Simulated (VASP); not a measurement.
A run of VASP 6.6.1 is set up as follows.

INCAR

```
SYSTEM = In
ALGO = Normal
EDIFF = 1E-6
ENCUT = 520
GGA = PE
ISIF = 2
ISMEAR = 0
LASPH = .TRUE.
LCHARG = .FALSE.
LREAL = .FALSE.
LWAVE = .FALSE.
NBANDS = 12
NELM = 100
PREC = Accurate
SIGMA = 0.1
```

The input KPOINTS:

```
k-points
0
G
  16 16 16
  0 0 0
```

The input POSCAR:

```
In
1.0
   -1.9712997525      1.9712997525      1.9712997525
    1.9712997525     -1.9712997525      1.9712997525
    1.9712997525      1.9712997525     -1.9712997525
In
1
Direct
    0.0000000000      0.0000000000      0.0000000000
```

Potentials or basis: VASP PAW PBE potentials, release 64 (In_d).

Command:

```sh
$ cat potpaw_PBE.64/In_d/POTCAR > POTCAR
$ mpirun -np 1 vasp_std > vasp.out
```

Task: Predict the pressure.

Result: -2.6 GPa.

Task: What does it give for the band gap on the k mesh?

Result: None (metal or under the smearing width).
